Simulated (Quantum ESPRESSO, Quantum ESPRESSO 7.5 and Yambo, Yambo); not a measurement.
## Excitons of InP (F-43m) on ever denser meshes

Aim: follow the lowest exciton of InP (F-43m) as the mesh is refined.

Main program and level: Quantum ESPRESSO 7.5 and Yambo 5.3.0; PBE and many-body steps on it, plane waves.

**1. The starting structure**

The structure is cubic, space group F-43m (No. 216). The conventional cell has a = 5.869 Å, b = 5.869 Å, c = 5.869 Å, α = 90.00°, β = 90.00°, γ = 90.00°. Nearest to In lie 4 P at 2.54 Å. Nearest to P lie 4 In at 2.54 Å. Farther neighbours are not listed.

The cell and positions come from the Crystallography Open Database and are kept as given unless a step says otherwise.

**2. Empty states on the mesh, 4×4×4 mesh, 127 bands**

This step: Quantum ESPRESSO 7.5; DFT, PBE, plane waves, norm-conserving pseudopotentials.

The sums over transitions need many empty states on a uniform mesh; this step solves for them.

The input, pw.in:

```
&control
  calculation = 'nscf'
  prefix = 'x'
  outdir = 'o'
  pseudo_dir = 'pseudo'
/
&system
  ibrav = 0
  nat = 2
  ntyp = 2
  ecutwfc = 80.0
  nbnd = 127
  force_symmorphic = .true.
/
&electrons
  conv_thr = 1e-9
  electron_maxstep = 80
  diago_full_acc = .true.
  diago_thr_init = 5e-6
/
ATOMIC_SPECIES
  In 114.82 In.upf
  P 30.974 P.upf
CELL_PARAMETERS angstrom
  -0.0000000000 2.9343500000 2.9343500000
  2.9343500000 -0.0000000000 2.9343500000
  2.9343500000 2.9343500000 -0.0000000000
ATOMIC_POSITIONS crystal
  In 0.0000000000 0.0000000000 0.0000000000
  P 0.2500000000 0.2500000000 0.2500000000
K_POINTS automatic
  4 4 4 0 0 0
```

Command:

```console
> OMP_NUM_THREADS=1 mpirun -n 8 pw.x -nk 4 -in pw.in > pw.out
```

Output:

```text
Program PWSCF v.7.5 starts

     This program is part of the open-source Quantum ESPRESSO suite
     for quantum simulation of materials; please cite
         "P. Giannozzi et al., J. Phys.:Condens. Matter 21 395502 (2009);
         "P. Giannozzi et al., J. Phys.:Condens. Matter 29 465901 (2017);
         "P. Giannozzi et al., J. Chem. Phys. 152 154105 (2020);
     in publications or presentations arising from this work. More details at

     Atomic positions and unit cell read from directory:
     o/x.save/

     Message from routine setup:
[...]
64.4159  66.7542  66.7542  66.8024  67.0517  67.0517  68.1622  68.8442
     [... 4 further rows ...]
    91.8718  91.8718  92.4602  92.4602  94.3707  94.5737  94.5737  94.8385
    95.3697  95.3697  96.8620  96.8620  97.7591  98.2623  98.9412

          k = 0.3536 0.0000 0.0000 (  4088 PWs)   bands (ev):

     [... further k-points ...]

     highest occupied, lowest unoccupied level (ev):     8.2604    8.9469

     XML data file, pseudopotentials, collected wavefunctions

=------------------------------------------------------------------------------=
   JOB DONE.
=------------------------------------------------------------------------------=
```

Wall time 5.1 s (8 MPI ranks of Arm Neoverse V2, shared host); peak memory 0.54 GiB.

Numbers from this step:

```
gap                                                           : 0.6864 eV
k of the valence top                                          : 0, 0, 0
k of the conduction bottom                                    : 0, 0, 0
least direct gap                                              : 0.6864 eV
k points computed                                             : 8
lowest point of the top converged band, above the valence top : 89.0312 eV
```

On this mesh the gap is 0.686 eV.

The density comes from a self-consistent run that is not shown.

**3. Conversion and set-up**

This step: Yambo 5.3.0; conversion and set-up on PBE, plane waves, norm-conserving pseudopotentials.

The states are converted to the many-body program's format and the q mesh is built.

Command:

```console
> (cd o/x.save; p2y > p2y.log; mv SAVE ../..); yambo > setup.log
```

Output:

```text
 Yambo, version 5.3.0

 [02] CORE Variables Setup
 =========================

  [02.01] Unit cells
  ==================

  Cell kind             :  FCC
  Atoms in the cell     :  In  P
  number of In atoms    :  1
  number of P  atoms    :  1

  List of atomic masses
  Mass of In    :  114.8200
  Mass of P     :  30.97400

  List of atomic coordinates    : [cc]
  In1       :  0.000000  0.000000  0.000000  order 1
  P1       :  2.772559  2.772559  2.772559  order 2

  Alat factors          :  5.545118  5.545118  5.545118 [a.u.]
  Direct lattice volume :  341.0062 [a.u.]
[...]
==========================================

 IBZ Q-points                                      :   8
 BZ  Q-points                                      :   64

 K/Q-points units:
 rlu = crystal or reduced units; cc = cartesian coordinates; iku = interal k-units

 Q [1]          [rlu]:  0.000000  0.000000  0.000000
 Q [2]          [rlu]:  0.92257E-17  0.92257E-17  0.25000
 Q [3]          [rlu]: -0.18451E-16 -0.18451E-16 -0.50000
[...]
Q [7]          [rlu]:  0.40653E-17 -0.50000     -0.50000
 Q [8]          [rlu]:  0.250000 -0.500000 -0.250000

  [03.01] X indexes
  =================

   [03.01.01] Sigma indexes
   ========================

 [06] Game Over & Game summary
```

The job ended after 2.4 s (1 MPI rank; peak memory 0.25 GiB).

**4. Screening and self-energy, 4×4×4 mesh, 127 bands, screening to 163.3 eV**

Now the one-shot GW correction: screening in the RPA, then the self-energy of the levels asked for.

This step: G0W0 on PBE, plane waves, norm-conserving pseudopotentials.

The input, gw1.in:

```
HF_and_locXC
gw0
dyson
ppa
em1d
rim_cut
RandQpts= 1000000
RandGvec= 1 RL
EXXRLvcs= 80 Ry
VXCRLvcs= 320 Ry
Chimod= "HARTREE"
% BndsRnXp
 1 | 127 |
%
NGsBlkXp= 12 Ry
% LongDrXp
 1 | 1 | 1 |
%
% GbndRnge
 1 | 127 |
%
DysSolver= "n"
ExtendOut
PPAPntXp= 27.21138 eV
% QPkrange
 1 | 1 | 12 | 15 |
%
```

Command:

```console
> OMP_NUM_THREADS=1 mpirun -n 8 yambo -F gw1.in -J gw1 -C gw1 > gw1.log
```

Output:

```text
 Yambo, version 5.3.0

 [02] CORE Variables Setup
 =========================

  [... cell, symmetries and grids as in the set-up ...]

  [02.05] Energies & Occupations
  ==============================

  [X] === General ===
  [X] Electronic Temperature                        :  0.000000  0.000000 [eV K]
  [X] Bosonic    Temperature                        :  0.000000  0.000000 [eV K]
  [X] Finite Temperature mode                       : no
  [X] El. density                                   :  0.51453E+24 [cm-3]
[...]
Sx RL components                                 :   4279

   QP @ state[ 1 ] K range                          :  1  1
   QP @ state[ 1 ] b range                          :  12  15
   GF energies kind                                 : Perdew, Burke & Ernzerhof(X)+Perdew, Burke & Ernzerhof(C)
   GF WF`s kind                                     : Perdew, Burke & Ernzerhof(X)+Perdew, Burke & Ernzerhof(C)
   Xs energies kind                                 : Perdew, Burke & Ernzerhof(X)+Perdew, Burke & Ernzerhof(C)
   Xs WF`s kind                                     : Perdew, Burke & Ernzerhof(X)+Perdew, Burke & Ernzerhof(C)

 [11] Game Over & Game summary
```

The job ended after 43 s (8 MPI ranks; peak memory 3.1 GiB; 5.6 min of CPU time).

Numbers from this step:

```yaml
g0w0_gap_on_the_points_computed: 1.374 eV
starting_gap_on_the_mesh: 0.6864 eV
k_of_the_valence_top: 0, 0, 0
k_of_the_conduction_bottom: 0, 0, 0
least_direct_g0w0_gap_on_the_computed_points: 1.374 eV
```

The gap on the mesh goes from 0.69 eV to 1.37 eV, a correction of +0.69 eV.

The gap opens by 0.688 eV; the next steps shift the empty bands rigidly by 0.688 eV.

**5. Empty states on the mesh, 4×4×4 mesh, 24 bands**

This step: Quantum ESPRESSO 7.5; DFT, PBE, plane waves, norm-conserving pseudopotentials.

pw.in, as its differences from that of step 2:

```diff
@@ -11,3 +11,3 @@
   ecutwfc = 80.0
-  nbnd = 127
+  nbnd = 24
   force_symmorphic = .true.
```

Command:

```console
> OMP_NUM_THREADS=1 mpirun -n 8 pw.x -nk 4 -in pw.in > pw.out
```

Output:

```text
[banner, memory and clock lines left out]
Program PWSCF v.7.5 starts

     Atomic positions and unit cell read from directory:
     o/x.save/

     Message from routine setup:
     using ibrav=0 with symmetry is DISCOURAGED, use correct ibrav instead

     bravais-lattice index     =            0
     lattice parameter (alat)  =       7.8420  a.u.
     unit-cell volume          =     341.0062 (a.u.)^3
     number of atoms/cell      =            2
     number of atomic types    =            2
     number of electrons       =        26.00
[...]
-5.7871  -3.2311   8.2604   8.2604   8.2604   8.9469  12.3492  12.3492
    12.3492  16.8336  17.6674  17.6674  19.4792  19.4792  19.4792  22.1665

          k = 0.1768 0.1768-0.1768 (  4122 PWs)   bands (ev):

[...]
k =-0.3536-0.3536 0.3536 (  4140 PWs)   bands (ev):

[...]
-5.7736  -1.5215   2.5500   7.2954   7.2954   9.7486  13.0652  13.0652
    15.3682  17.7401  18.8883  18.8883  20.5878  20.9295  20.9295  26.4405

          k = 0.3536 0.0000 0.0000 (  4088 PWs)   bands (ev):

     [... further k-points ...]

     highest occupied, lowest unoccupied level (ev):     8.2604    8.9469

     XML data file, pseudopotentials, collected wavefunctions
```

It took 1.3 s on 8 MPI ranks; peak memory 0.05 GiB.

This step gave:

* gap: 0.6864 eV
* k of the valence top: 0, 0, 0
* k of the conduction bottom: 0, 0, 0
* least direct gap: 0.6864 eV
* k points computed: 8
* lowest point of the top converged band, above the valence top: 13.91 eV

On this mesh the gap is 0.686 eV.

**6. Conversion and set-up**

This step: Yambo 5.3.0; conversion and set-up on PBE, plane waves, norm-conserving pseudopotentials.

Command:

```console
> (cd o/x.save; p2y > p2y.log; mv SAVE ../..); yambo > setup.log
```

Output:

```text
 Yambo, version 5.3.0

 [02] CORE Variables Setup
 =========================

  [02.01] Unit cells
  ==================

  Cell kind             :  FCC
  Atoms in the cell     :  In  P
  number of In atoms    :  1
  number of P  atoms    :  1

  List of atomic masses
  Mass of In    :  114.8200
  Mass of P     :  30.97400

  List of atomic coordinates    : [cc]
  In1       :  0.000000  0.000000  0.000000  order 1
  P1       :  2.772559  2.772559  2.772559  order 2

  Alat factors          :  5.545118  5.545118  5.545118 [a.u.]
  Direct lattice volume :  341.0062 [a.u.]
[...]
==========================================

 IBZ Q-points                                      :   8
 BZ  Q-points                                      :   64

 K/Q-points units:
 rlu = crystal or reduced units; cc = cartesian coordinates; iku = interal k-units

 Q [1]          [rlu]:  0.000000  0.000000  0.000000
 Q [2]          [rlu]:  0.92257E-17  0.92257E-17  0.25000
 Q [3]          [rlu]: -0.18451E-16 -0.18451E-16 -0.50000
[...]
Q [7]          [rlu]:  0.40653E-17 -0.50000     -0.50000
 Q [8]          [rlu]:  0.250000 -0.500000 -0.250000

  [03.01] X indexes
  =================

   [03.01.01] Sigma indexes
   ========================

 [06] Game Over & Game summary
```

Wall time 2.3 s (1 MPI rank); peak memory 0.25 GiB.

(Continued in part 2 of 4.)

[Paths, hosts, dates, memory and timing lines, banners, echoed tables and standing remarks are left out of the program output.]

[Logs are printed without paths, hosts, clocks, repeated set-up lines and the standing remarks that a program may print on its own settings, such as how far it seeks lower states.]

[Runs of the session that timed out or met a known fault of the program may be left out.]

[Hosts, paths, dates, database ids (printed as entryN), source tags and the programs' standing remarks are cut or masked in the printed files.]
